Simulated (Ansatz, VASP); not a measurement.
## TaN: VASP beside Ansatz

File INCAR:

```
SYSTEM = TaN
PREC     = Accurate       ! precision mode
ENCUT    = 520            ! plane-wave cutoff, eV
EDIFF    = 1E-6           ! SCF threshold, eV
ISMEAR   = 0              ! smearing method
SIGMA    = 0.15           ! smearing width, eV
LREAL    = .FALSE.        ! projectors in reciprocal space
LASPH    = .TRUE.         ! aspherical terms in the spheres
NELM     = 100            ! most SCF steps
ALGO     = Normal         ! electronic algorithm
ISIF     = 2              ! what is computed and relaxed
LWAVE    = .FALSE.        ! write WAVECAR
LCHARG   = .FALSE.        ! write CHGCAR
GGA      = PE             ! functional
NBANDS   = 15             ! bands
```

Contents of KPOINTS:

```
Automatic mesh
0
G
  18 18 18
  0 0 0
```

POSCAR

```
TaN
1.0
    0.0000000000      2.1790000000      2.1790000000
    2.1790000000      0.0000000000      2.1790000000
    2.1790000000      2.1790000000      0.0000000000
Ta N
1 1
Direct
    0.5200780174      0.5200780174      0.4799219826
    0.0000000000      0.0000000000      0.0000000000
```

Input for Ansatz:

```yaml
crystal:
  lattice:
    - [0.0, 2.179, 2.179]
    - [2.179, 0.0, 2.179]
    - [2.179, 2.179, 0.0]
  atoms:
    - { symbol: Ta, position: [0.5200780174, 0.5200780174, 0.4799219826] }
    - { symbol: "N", position: [0.0, 0.0, 0.0] }
basis:
  ecutwfc: 420
kpoints:
  mp_grid: { grid: [18, 18, 18] }
hamiltonian:
  xc: pbe
scf:
  occupations: { method: gaussian, width: 0.15 }
output:
  forces: true
  stress: true
  eigenvalues: true
```

Change from the starting cell: all Ta atoms moved +0.087 Å, as atom 1 along Cartesian [0 0 1].

Alike in both runs: task single point; functional PBE; k mesh 18 × 18 × 18; occupations gaussian, width 0.15 eV; no spin polarisation.

|  | VASP | Ansatz |
| --- | --- | --- |
| version | VASP 6.6.1 | Ansatz 0.2.0 |
| potentials or method | VASP PAW PBE potentials, release 64 (Ta_pv, N) | scalar-relativistic, plane waves, PAW |
| plane-wave cutoff (eV) | 520 | 420 |
| valence electrons in the cell | 16 | 18 |

|  | VASP | Ansatz | Ansatz less VASP |
| --- | --- | --- | --- |
| gap on the k mesh at the Fermi level (eV) | none | none | - |
| pressure (GPa) | 16.9 | 16.0 | -0.97 |
| largest component of the traceless stress (GPa) | 2.83 | 2.78 | -0.044 |
| rms of the force components (eV/Å) | 0.487 | 0.485 | -0.0018 |

Atom by atom the forces differ by 0.002 eV/Å (rms over components). A gap of «none» marks a metal or a gap that the smearing closes. The functional is the same, so the differences come from potentials, cutoffs and numerics. The two sets of potentials don't hold the same shells in valence.

Caveats: so large a pressure means that the cell lies far from this level's equilibrium, or that cutoff or potentials fall short (VASP). Spin-orbit coupling is left out, which matters for the levels of Ta.
